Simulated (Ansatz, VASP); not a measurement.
**Two plane-wave programs on PtSe2**

INCAR

```
SYSTEM = PtSe2
PREC = Accurate ; ENCUT = 520
EDIFF = 1E-7 ; ISMEAR = 0
SIGMA = 0.1 ; LREAL = .FALSE.
LASPH = .TRUE. ; NELM = 100
ALGO = Normal ; ISIF = 2
LWAVE = .FALSE. ; LCHARG = .FALSE.
GGA = PE ; NBANDS = 18
```

Contents of KPOINTS:

```
regular mesh
0
G
  6 6 4
  0 0 0
```

Contents of POSCAR:

```
PtSe2
1.0
    3.7173066100      0.0000000000      0.0000000000
   -1.8586533100      3.2192819100      0.0000000000
    0.0000000000      0.0000000000      5.8200740800
Pt Se
1 2
Direct
    0.0000000000      0.0000000000      0.0000000000
    0.6666666900      0.3333333400      0.7746118300
    0.3333333400      0.6666666900      0.2253881500
```

Input for Ansatz:

```yaml
crystal:
  lattice:
    - [3.71730661, 0.0, 0.0]
    - [-1.85865331, 3.21928191, 0.0]
    - [0.0, 0.0, 5.82007408]
  atoms:
    - { symbol: Pt, position: [0.0, 0.0, 0.0] }
    - { symbol: Se, position: [0.66666669, 0.33333334, 0.77461183] }
    - { symbol: Se, position: [0.33333334, 0.66666669, 0.22538815] }
basis:
  ecutwfc: 420
kpoints:
  mp_grid: { grid: [6, 6, 4] }
hamiltonian:
  xc: pbe
scf:
  occupations: { method: gaussian, width: 0.1 }
  lower_state_search: "off"
output:
  forces: true
  stress: true
  eigenvalues: true
```

Alike in both runs: task single point; functional PBE; k mesh 6 × 6 × 4; occupations gaussian, width 0.1 eV; no spin polarisation.

|  | VASP | Ansatz |
| --- | --- | --- |
| version | VASP 6.6.1 | Ansatz 0.2.0 |
| potentials or method | VASP PAW PBE potentials, release 64 (Pt, Se) | scalar-relativistic, plane waves, PAW |
| plane-wave cutoff (eV) | 520 | 420 |
| valence electrons in the cell | 22 | 50 |

```csv
,VASP,Ansatz,Ansatz less VASP
gap on the k mesh at the Fermi level (eV),0.74,0.74,+0.008
least direct gap on the mesh (eV),1.19,1.20,+0.004
pressure (GPa),2.3,2.4,+0.03
largest component of the traceless stress (GPa),1.03,1.03,+0.007
rms of the force components (eV/Å),0.064,0.064,+0.0003
```

Atom by atom the forces differ by 0.000 eV/Å (rms over components). The two sets of potentials don't hold the same shells in valence. Ansatz warned: «structure_snapped_to_symmetry».

Caveats: spin-orbit coupling is left out, which moves the levels of the heavy elements; this functional lacks dispersion, which binds the layers, so the pressure and a relaxed spacing across them are unreliable. A k mesh can miss the band edges. A hybrid or GW would open this gap; PBE tends to underestimate it.
